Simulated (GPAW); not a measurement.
A run of GPAW 26.7.0 is set up as follows.

run.py

```python
from ase.dft.bandgap import bandgap
from ase.io import read, write
from ase.units import GPa
from gpaw import GPAW, PW

atoms = read('POSCAR')

calc = GPAW(mode=PW(600),
            xc='RPBE',
            kpts={'size': (7, 7, 7), 'gamma': True},
            occupations={'name': 'fermi-dirac', 'width': 0.1},
            nbands=18,
            convergence={'density': 1e-05, 'energy': 1e-05},
            maxiter=150,
            txt='gpaw.txt')
atoms.calc = calc
energy = atoms.get_potential_energy()
forces = atoms.get_forces()
stress = atoms.get_stress()
calc.write('gs.gpw')
write('result.traj', atoms)
print(f'Energy: {energy:.6f} eV')
print('Forces (eV/A):')
print(forces.round(4))
print('Stress (GPa):', (stress / GPa).round(3))
print('Fermi level:', round(calc.get_fermi_level(), 4), 'eV')
print(f'Gap: {bandgap(calc)[0]:.4f} eV, direct: {bandgap(calc, direct=True)[0]:.4f} eV')
```

Contents of POSCAR:

```
HgTe
1.0
    0.0000000000      3.0928324650      3.0928324650
    3.0928324650      0.0000000000      3.0928324650
    3.0928324650      3.0928324650      0.0000000000
Hg Te
1 1
Direct
    0.0000000000      0.0000000000      0.0000000000
    0.5000000000      0.5000000000      0.5000000000
```

Potentials or basis: the program's PAW data sets (release 1.2.1) made for this functional, pw.

Launch:

```sh
$ OMP_NUM_THREADS=1 python run.py
```

Problem. Estimate the band gap on the k mesh.

Solution. None (metal or under the smearing width).

Problem. Predict the pressure.

Solution. 0.9 GPa.

Spin-orbit coupling is left out, which matters for the levels of Hg, Te.
